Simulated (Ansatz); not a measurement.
CdTe:

```
CELL_PARAMETERS angstrom
0.00000 3.20500 3.20500
3.20500 0.00000 3.20500
3.20500 3.20500 0.00000
ATOMIC_POSITIONS crystal
Te 0.75000 0.75000 0.75000
Cd 0.00000 0.00000 0.00000
```

```yaml
Program: Ansatz 0.2.0
Task: relaxation of cell and atoms
Functional: BLYP
Dispersion: D3(BJ)
Potentials_or_basis: all-electron LAPW, scalar-relativistic
Basis_error_allowed: 0.001 eV/atom
k_mesh: 7 × 7 × 7
Occupations: fermi-dirac, width 0.05 eV
Spin: no spin polarisation
```

At the start: volume 32.92 Å³/atom.

Task: How do energy, volume and symmetry change on relaxing?

Result: Over 5 steps the energy falls by 10.1 meV/atom and the volume is 34.52 Å³/atom (+4.8 %); space group F-43m (No. 216, to 0.05 Å).

The path:
| step | energy change (eV) | largest force (eV/Å) | volume (Å³) |
| --- | --- | --- | --- |
| 1 | 0.0000 | 0.0000 | 65.84 |
| 2 | -0.0144 | 0.0000 | 70.90 |
| 3 | -0.0202 | 0.0000 | 69.21 |
| 4 | -0.0203 | 0.0000 | 69.03 |
| 5 | -0.0203 | 0.0000 | 69.03 |

Final structure:
```
Te Cd
1.0
     0.00000    3.25589    3.25589
     3.25589    0.00000    3.25589
     3.25589    3.25589    0.00000
Te Cd
1 1
Cartesian
  4.8838 4.8838 4.8838
  0.0000 0.0000 0.0000
```
